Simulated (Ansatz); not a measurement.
The system is SnO2.

```
Sn O
1.0
     5.17526    0.00000    0.00000
     0.00000    5.17526    0.00000
     0.00000    0.00000    5.17526
Sn O
4 8
Direct
  0.00000 0.00000 0.00000
  0.50000 0.00000 0.50000
  0.50000 0.50000 0.00000
  0.00000 0.50000 0.50000
  0.66110 0.83890 0.16110
  0.83890 0.16110 0.66110
  0.16110 0.66110 0.83890
  0.33890 0.33890 0.33890
  0.66110 0.66110 0.66110
  0.83890 0.33890 0.16110
  0.16110 0.83890 0.33890
  0.33890 0.16110 0.83890
```

Measurements of this composition are mostly on another form, of space group No. 136.

Base run:

| Property | Result |
| --- | --- |
| Program | Ansatz 0.2.0 |
| Functional | PBEsol |
| Potentials or basis | Ansatz PAW |
| Cutoff | 420 eV (not typed: the program's choice for these potentials) |
| k mesh | 5 × 5 × 5 |
| Occupations | fermi-dirac, width 0.05 eV |
| Spin | no spin polarisation |

Its results: band gap on the k mesh 0.51 eV, indirect (least direct gap 0.57 eV); pressure -7.2 GPa; largest force 0.022 eV/Å.

**Question.** The run is repeated on the same cell with these changes: functional from PBEsol to LDA. What comes out?

**Answer.** Band gap on the k mesh 0.47 eV, indirect (least direct gap 0.53 eV); pressure -12.5 GPa; largest force 0.041 eV/Å.

LDA binds more tightly than PBEsol, so the same cell stands under less pressure.

Caveats: spin-orbit coupling is left out, which moves the levels of the heavy elements; the PAW data sets come from PBE, with cores solved anew for the run's functional, which leaves a small shift of forces and pressure.
